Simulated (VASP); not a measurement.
A run of VASP 6.6.1 is set up as follows.

Contents of INCAR:

```
ALGO = Normal ; EDIFF = 1E-7
EDIFFG = -0.005 ; ENCUT = 520
GGA = PE ; IBRION = 2
ISIF = 3 ; ISMEAR = 0
LASPH = True ; LCHARG = False
LREAL = False ; LWAVE = False
NELM = 120 ; NSW = 60
POTIM = 0.3 ; PREC = Accurate
SIGMA = 0.1
```

Contents of KPOINTS:

```
k-points
0
Gamma
  17 17 17
```

POSCAR

```
Ca                                      
1.0
    3.4922628489     -0.0000000000      0.0000000000
    0.0000000000      3.4922628489      0.0000000000
   -0.0000000000     -0.0000000000      3.4922628489
  Ca            
     1
Direct
     0.0000000000000000    0.0000000000000000    0.0000000000000000
```

Potentials or basis: VASP PAW PBE potentials, release 64 (Ca_sv).

The run is started by

```bash
$ cat potpaw_PBE.64/Ca_sv/POTCAR > POTCAR
$ mpirun -np 1 vasp_std > vasp.out
```

(1) What does it give for the band gap on the k mesh?

(2) What does it give for the space group after relaxing (to 0.05 Å)?

Answers

(1) none (metal or under the smearing width).

(2) Pm-3m (No. 221).
